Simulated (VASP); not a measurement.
Wanted: the native input for a VASP 6.6.1 run.

- Task: relaxation of cell and atoms
- Functional: r2SCAN
- Potentials or basis: VASP PAW PBE potentials, release 64 (Sb, Mn_pv)
- Cutoff: 600 eV
- k mesh: 7 × 7 × 7
- Occupations: methfessel-paxton, width 0.1 eV
- Spin: collinear spin, ferromagnetic start
- Starting moments: [0.0, 4.0, 4.0, 4.0] μB
- Further INCAR settings: ALGO = Normal; EDIFF = 1e-06; IBRION = 2; EDIFFG = -0.01; NSW = 60; ISIF = 3

The structure of Mn3Sb lies in POSCAR:

```
Mn3Sb
1.0
    3.8133820000      0.0000000000      0.0000000000
    0.0000000000      3.8133820000      0.0000000000
    0.0000000000      0.0000000000      3.8133820000
Sb Mn
1 3
Direct
    0.0000000000      0.0000000000      0.0000000000
    0.5000000000      0.0000000000      0.5000000000
    0.5000000000      0.5000000000      0.0000000000
    0.0000000000      0.5000000000      0.5000000000
```

The cell comes from a database or a generator and needn't be the stable form of this composition.

One way to write it, as run:

INCAR

```
SYSTEM = Mn3Sb
PREC     = Accurate       ! precision mode
ENCUT    = 600            ! plane-wave cutoff, eV
EDIFF    = 1E-6           ! SCF threshold, eV
ISMEAR   = 1              ! smearing method
SIGMA    = 0.1            ! smearing width, eV
LREAL    = .FALSE.        ! projectors in reciprocal space
LASPH    = .TRUE.         ! aspherical terms in the spheres
NELM     = 150            ! most SCF steps
ALGO     = Normal         ! electronic algorithm
ISIF     = 3              ! what is computed and relaxed
LWAVE    = .FALSE.        ! write WAVECAR
LCHARG   = .FALSE.        ! write CHGCAR
ISPIN    = 2              ! spin polarisation
MAGMOM   = 0 4 4 4        ! initial moments
LORBIT   = 11             ! projections on sites
LMAXMIX  = 4              ! l up to which the mixer works
METAGGA  = R2SCAN         ! meta-GGA
LMIXTAU  = .TRUE.       
IBRION   = 2              ! ionic algorithm
NSW      = 60             ! ionic steps
EDIFFG   = -0.01          ! ionic threshold
```

KPOINTS

```
regular mesh
0
G
  7 7 7
  0 0 0
```

Potentials or basis: VASP PAW PBE potentials, release 64 (Sb, Mn_pv).

Launch:

```console
$ cat potpaw_PBE.64/Sb/POTCAR potpaw_PBE.64/Mn_pv/POTCAR > POTCAR
$ mpirun -np 1 vasp_std > vasp.out
```

It gave:

```json
{
 "Relaxed volume": "16.24 Å³/atom",
 "Relaxed cell": "a = 4.020 Å, b = 4.020 Å, c = 4.020 Å, α = 90.00°, β = 90.00°, γ = 90.00°",
 "Space group after relaxing (to 0.05 Å)": "Pm-3m (No. 221)",
 "Energy gained by relaxing": "107.6 meV/atom",
 "Ionic steps": "3",
 "Pressure after relaxing": "0.1 GPa",
 "Band gap on the k mesh": "none (metal or under the smearing width)",
 "Net moment": "10.73 μB per cell",
 "Site moments": "Sb -0.15; Mn +3.58 μB",
 "Valence electrons inside the program's atomic spheres": "Sb 2.50; Mn 11.57"
}
```

Caveat: the volume moved by over 15 % at a fixed basis, so the end points are rough; the PAW data sets were made with another functional, which shifts forces and pressure a little; only a ferromagnetic start was run, and an antiferromagnetic order may lie lower in energy.

Wall time 12 min on 1 thread of Intel(R) Xeon(R) Platinum 8259CL CPU @ 2.50GHz (Skylake/Cascade Lake), on a shared host, peak memory 0.25 GiB.
